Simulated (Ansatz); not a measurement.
Molecular dynamics on a 2×2×2 supercell (16 atoms) of NaH (Fm-3m), relaxed with r2SCAN. Forces come from r2SCAN in Ansatz: Langevin thermostat and barostat (NPT), 100 K, steps of 1 fs. Spin polarisation is off, nuclei are classical, and the run is far too short for thermal averages.

```yaml
crystal:
  lattice:
    - [0.0, 4.7950232845, 4.7950232845]
    - [4.7950232845, 0.0, 4.7950232845]
    - [4.7950232845, 4.7950232845, 0.0]
  atoms:
    - { symbol: Na, position: [0.0, 0.0, 0.0] }
    - { symbol: H, position: [0.25, 0.25, 0.25] }
    - { symbol: Na, position: [0.0, 0.0, 0.5] }
    - { symbol: H, position: [0.25, 0.25, 0.75] }
    - { symbol: Na, position: [0.0, 0.5, 0.0] }
    - { symbol: H, position: [0.25, 0.75, 0.25] }
    - { symbol: Na, position: [0.0, 0.5, 0.5] }
    - { symbol: H, position: [0.25, 0.75, 0.75] }
    - { symbol: Na, position: [0.5, 0.0, 0.0] }
    - { symbol: H, position: [0.75, 0.25, 0.25] }
    - { symbol: Na, position: [0.5, 0.0, 0.5] }
    - { symbol: H, position: [0.75, 0.25, 0.75] }
    - { symbol: Na, position: [0.5, 0.5, 0.0] }
    - { symbol: H, position: [0.75, 0.75, 0.25] }
    - { symbol: Na, position: [0.5, 0.5, 0.5] }
    - { symbol: H, position: [0.75, 0.75, 0.75] }
kpoints:
  mp_grid: { grid: [2, 2, 2] }
hamiltonian:
  xc: r2scan
scf:
  occupations: { method: fermi_dirac, width: 0.02 }
md:
  ensemble: npt_langevin
  temperature: 100
  timestep: 1.0
  n_steps: 30
  initial_velocities: maxwell_boltzmann
  seed: 7455
```

Command: `ansatz run input.yaml --threads 4 --pin off --max-ram 3686MiB --backend cpu --events-out ev --progress --plain --runs-dir out`.

Question: It ran on 4 threads of Arm Neoverse N1 (shared host). About how long did it take, and what peak of host memory did it reach?

Answer: About 4.4 min, with a peak of 1.3 GiB.

| step | t (fs) | T (K) | free energy F from step 0 (meV/atom) | kinetic energy (meV/atom) | pressure (GPa) | volume (Å³/atom) | largest force (eV/Å) |
| --- | --- | --- | --- | --- | --- | --- | --- |
| 0 | 0 | 94 | 0.0 | 12.1 | 0.09 | 13.78 | 0.00 |
| 1 | 1 | 96 | 0.2 | 12.4 | 0.09 | 13.78 | 0.06 |
| 2 | 2 | 87 | 0.6 | 11.3 | 0.09 | 13.78 | 0.12 |
| 3 | 3 | 76 | 1.3 | 9.8 | 0.09 | 13.78 | 0.18 |
| 4 | 4 | 71 | 2.2 | 9.2 | 0.10 | 13.78 | 0.23 |
| 5 | 5 | 64 | 3.0 | 8.2 | 0.11 | 13.78 | 0.27 |
| 6 | 6 | 55 | 3.9 | 7.1 | 0.11 | 13.79 | 0.30 |
| 7 | 7 | 47 | 4.6 | 6.1 | 0.11 | 13.79 | 0.33 |
| 8 | 8 | 50 | 5.2 | 6.4 | 0.12 | 13.79 | 0.35 |
| 9 | 9 | 45 | 5.6 | 5.9 | 0.13 | 13.79 | 0.36 |
| 10 | 10 | 47 | 5.8 | 6.1 | 0.14 | 13.78 | 0.35 |
| 11 | 11 | 45 | 5.8 | 5.9 | 0.15 | 13.78 | 0.35 |
| 12 | 12 | 53 | 5.6 | 6.9 | 0.16 | 13.78 | 0.33 |
| 13 | 13 | 59 | 5.4 | 7.6 | 0.17 | 13.78 | 0.31 |
| 14 | 14 | 60 | 5.0 | 7.7 | 0.17 | 13.77 | 0.28 |
| 15 | 15 | 61 | 4.7 | 7.9 | 0.17 | 13.78 | 0.25 |
| 16 | 16 | 64 | 4.4 | 8.2 | 0.17 | 13.78 | 0.23 |
| 17 | 17 | 62 | 4.2 | 8.0 | 0.16 | 13.78 | 0.24 |
| 18 | 18 | 55 | 4.1 | 7.1 | 0.15 | 13.78 | 0.24 |
| 19 | 19 | 53 | 4.1 | 6.8 | 0.15 | 13.78 | 0.25 |
| 20 | 20 | 52 | 4.2 | 6.7 | 0.14 | 13.78 | 0.25 |
| 21 | 21 | 47 | 4.2 | 6.1 | 0.13 | 13.78 | 0.25 |
| 22 | 22 | 48 | 4.3 | 6.2 | 0.12 | 13.79 | 0.24 |
| 23 | 23 | 49 | 4.4 | 6.3 | 0.11 | 13.79 | 0.23 |
| 24 | 24 | 48 | 4.4 | 6.2 | 0.10 | 13.80 | 0.22 |
| 25 | 25 | 49 | 4.5 | 6.4 | 0.08 | 13.81 | 0.21 |
| 26 | 26 | 55 | 4.5 | 7.1 | 0.07 | 13.82 | 0.23 |
| 27 | 27 | 59 | 4.5 | 7.6 | 0.05 | 13.84 | 0.23 |
| 28 | 28 | 62 | 4.5 | 8.0 | 0.03 | 13.86 | 0.23 |
| 29 | 29 | 67 | 4.5 | 8.6 | 0.01 | 13.87 | 0.23 |
| 30 | 30 | 68 | 4.6 | 8.8 | 0.00 | 13.89 | 0.23 |

The temperature starts at 94 K, is lowest at step 9 (45 K, 9 fs) and ends at 68 K. The thermostat hasn't had time to restore it. The atoms start on their lattice sites with kinetic energy alone, so much of it first passes into potential energy.

Positions (Å) and forces (eV/Å) at step 30:
```
cell (Å): 0.000 4.807 4.807; 4.807 0.000 4.807; 4.807 4.807 0.000
Na   0.006  -0.060  -0.041     0.010   0.068   0.051
H    2.373   2.401   2.410     0.061   0.011  -0.020
Na   2.416   2.431  -0.093    -0.064  -0.092   0.205
H    4.786   4.864   2.428     0.007  -0.195  -0.059
Na   2.388   0.018   2.384     0.005  -0.022   0.048
H    4.794   2.358   4.774     0.030   0.002   0.054
Na   4.748   2.408   2.444     0.048   0.037  -0.073
H    7.163   4.791   4.822     0.127   0.026  -0.051
Na   0.008   2.305   2.402     0.027   0.186  -0.058
H    2.466   4.756   4.890    -0.123   0.076  -0.150
Na   2.395   4.836   2.391     0.026  -0.109   0.060
H    4.790   7.165   4.761     0.024   0.116   0.107
Na   2.425   2.414   4.830    -0.034  -0.033  -0.030
H    4.836   4.799   7.172    -0.055  -0.009   0.153
Na   4.844   4.832   4.898    -0.088  -0.085  -0.168
H    7.189   7.196   7.233     0.000   0.023  -0.069
```
